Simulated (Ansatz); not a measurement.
Ge: changing the functional

The cell as given:

```xyz
8
Lattice="4.0031 0.0000 0.0000 -2.0016 3.4668 0.0000 0.0000 0.0000 13.1567" Properties=species:S:1:pos:R:3 pbc="T T T"
Ge    0.0000    2.3112    2.0517
Ge    2.0016    1.1556   11.1050
Ge    2.0016    1.1556    8.6300
Ge    0.0000    2.3112    4.5267
Ge    0.0000    0.0000    1.2255
Ge    0.0000    0.0000   11.9312
Ge    0.0000    0.0000    7.8039
Ge    0.0000    0.0000    5.3528
```

This isn't the form of Ge at room conditions, which is diamond.

Kept alike: task relaxation of cell and atoms; k mesh 8 × 8 × 2; occupations fermi-dirac, width 0.05 eV; no spin polarisation. Program: Ansatz, Ansatz PAW. Cutoffs run from 420 to 500 eV. The mesh is that of the run's cell of 8 atoms. No spin-orbit coupling.

| functional | band gap (eV) | volume (Å³/atom) | first edge of the run's cell (Å) | third edge of the run's cell (Å) |
| --- | --- | --- | --- | --- |
| LDA | 0.05 or less | 22.175 | 3.968 | 13.010 |
| PBEsol | 0.055 | 22.828 | 4.007 | 13.136 |
| r2SCAN | 0.269 | 22.811 | 4.004 | 13.145 |

Gaps hold for each row's own relaxed cell. The relaxations keep at least the cell's symmetry (P6_3/mmc). Relaxations stop with a little pressure left, so the last digits of a volume or edge aren't settled. A gap read on the mesh alone can miss an edge between its points. All rows use potentials made for PBE.

Question: What does the functional change here?

Answer: The band gap runs from 0.05 or less (LDA) to 0.269 eV (r2SCAN). The volume runs from 22.175 (LDA) to 22.828 Å³/atom (PBEsol). The first edge of the run's cell runs from 3.968 (LDA) to 4.007 Å (PBEsol). The third edge of the run's cell runs from 13.010 (LDA) to 13.145 Å (r2SCAN).
